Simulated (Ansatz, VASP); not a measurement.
**GaN in VASP and in Ansatz**

The input INCAR:

```
SYSTEM = GaN
  ALGO = Normal
  EDIFF = 1E-6
  ENCUT = 520
  GGA = PE
  ISIF = 2
  ISMEAR = 0
  LASPH = .TRUE.
  LCHARG = .TRUE.
  LELF = .TRUE.
  LREAL = .FALSE.
  LVHAR = .TRUE.
  LWAVE = .FALSE.
  NBANDS = 26
  NELM = 100
  PREC = Accurate
  SIGMA = 0.05
```

File KPOINTS:

```
k-points
0
G
  12 12 6
  0 0 0
```

The input POSCAR:

```
GaN
1.0
    3.2594996520      0.0000000000      0.0000000000
   -1.6297498260      2.8228095022      0.0000000000
    0.0000000000      0.0000000000      5.0368500000
Ga N
2 2
Direct
    0.3333333333      0.6666666667      0.0000000000
    0.6666666667      0.3333333333      0.5000000000
    0.3333333333      0.6666666667      0.3750000000
    0.6666666667      0.3333333333      0.8750000000
```

Input for Ansatz:

```yaml
crystal:
  lattice:
    - [3.259499652, 0.0, 0.0]
    - [-1.629749826, 2.8228095022, 0.0]
    - [0.0, 0.0, 5.03685]
  atoms:
    - { symbol: Ga, position: [0.3333333333, 0.6666666667, 0.0] }
    - { symbol: Ga, position: [0.6666666667, 0.3333333333, 0.5] }
    - { symbol: "N", position: [0.3333333333, 0.6666666667, 0.375] }
    - { symbol: "N", position: [0.6666666667, 0.3333333333, 0.875] }
basis:
  ecutwfc: 420
kpoints:
  mp_grid: { grid: [12, 12, 6] }
hamiltonian:
  xc: pbe
scf:
  occupations: { method: gaussian, width: 0.05 }
output:
  forces: true
  stress: true
  eigenvalues: true
```

Change from the starting cell: strain +0.025 along x and y, -0.025 along z, atoms carried along.

Alike in both runs: task single point; functional PBE; k mesh 12 × 12 × 6; occupations gaussian, width 0.05 eV; no spin polarisation.

```csv
,VASP,Ansatz
version,VASP 6.6.1,Ansatz 0.2.0
potentials or method,"VASP PAW PBE potentials, release 64 (Ga_d, N)","scalar-relativistic, plane waves, PAW"
plane-wave cutoff (eV),520,420
valence electrons in the cell,36,36
```

```csv
,VASP,Ansatz,Ansatz less VASP
gap on the k mesh at the Fermi level (eV),1.82,1.81,-0.007
least direct gap on the mesh (eV),1.82,1.81,-0.007
pressure (GPa),3.6,3.6,-0.06
largest component of the traceless stress (GPa),14.31,14.38,+0.063
rms of the force components (eV/Å),0.438,0.447,+0.0094
```

Atom by atom the forces differ by 0.009 eV/Å (rms over components).
